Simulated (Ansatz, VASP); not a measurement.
# Te in VASP and in Ansatz

INCAR

```
SYSTEM = Te
  ALGO = Normal
  EDIFF = 1E-6
  ENCUT = 520
  GGA = PS
  ISIF = 2
  ISMEAR = -1
  LASPH = .TRUE.
  LCHARG = .FALSE.
  LREAL = .FALSE.
  LWAVE = .FALSE.
  NBANDS = 9
  NELM = 80
  PREC = Accurate
  SIGMA = 0.08
```

KPOINTS

```
k-points
0
G
  13 13 13
  0 0 0
```

File POSCAR:

```
Te
1.0
    2.7700804550      0.0000000000      0.0000000000
    0.0000000000      2.7700804550      0.0000000000
    0.0000000000      0.0000000000      2.7700804550
Te
1
Direct
    0.0000000000      0.0000000000      0.0000000000
```

Input for Ansatz:

```yaml
crystal:
  lattice:
    - [2.770080455, 0.0, 0.0]
    - [0.0, 2.770080455, 0.0]
    - [0.0, 0.0, 2.770080455]
  atoms:
    - { symbol: Te, position: [0.0, 0.0, 0.0] }
kpoints:
  mp_grid: { grid: [13, 13, 13] }
scf:
  occupations: { method: fermi_dirac, width: 0.08 }
hamiltonian:
  xc: pbesol
  pseudopotentials: { kind: all_electron, lapw: { basis_error: 0.001 } }
output:
  forces: true
  stress: true
  eigenvalues: true
  populations: true
```

Change from the starting cell: volume scaled by 0.68, LAPW.

Alike in both runs: task single point; functional PBEsol; k mesh 13 × 13 × 13; occupations fermi-dirac, width 0.08 eV; no spin polarisation.

|  | VASP | Ansatz |
| --- | --- | --- |
| version | VASP 6.6.1 | Ansatz 0.2.0 |
| potentials or method | VASP PAW PBE potentials, release 64 (Te) | all-electron LAPW, scalar-relativistic |
| plane-wave cutoff (eV) | 520 | see its input |

Ansatz gave:

| Item | Value |
| --- | --- |
| pressure (GPa) | 51.1 |

Question: Estimate VASP's values.

Answer: Pressure (GPa): 51.8.

Ansatz ran all-electron here, so the differences hold the error of VASP's frozen core and of both bases.

Caveats: so large a pressure means that the cell lies far from this level's equilibrium, or that cutoff or potentials fall short (VASP); the potentials were made for another functional, which shifts forces and pressure (VASP). The runs have no spin-orbit coupling, so splittings on Te are missing.
